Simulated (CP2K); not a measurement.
**GaN in CP2K: the effect of functional**

Crystal: GaN.

```
CELL_PARAMETERS angstrom
3.18693 0.00000 0.00000
1.59347 2.75996 0.00000
1.59347 0.91999 2.60212
ATOMIC_POSITIONS crystal
Ga 0.00000 0.00000 0.00000
N 0.25000 0.25000 0.25000
```

The cell is a database's computed one.

Alike in all runs:

- Program: CP2K 2026.2
- Task: atomic charges
- Potentials or basis: POTENTIAL_UZH Ga GTH-PBE-q13, N GTH-PBE-q5; TZVP-MOLOPT-PBE-GTH basis
- Density cutoff: 9184 eV
- k mesh: 10 × 10 × 10
- Occupations: fermi-dirac, width 0.05 eV
- Spin: no spin polarisation

| functional | gap on the mesh (eV) | pressure (GPa) |
| --- | --- | --- |
| PBE | 1.69 | 7.0 |
| LDA | 1.52 | -1.2 |
| PBEsol | ? | ? |
| WC | 1.58 | 2.4 |
| OLYP | 1.94 | 5.3 |
| BLYP | 1.76 | 13.8 |
| TPSS | 1.65 | 4.6 |

What does the run with functional PBEsol give?

gap on the mesh 1.59 eV; pressure 1.8 GPa.

Caveats: the basis of atomic orbitals isn't converged, which shifts pressures, moduli and gaps; the potentials were made for another functional, which shifts forces and pressure (some runs).

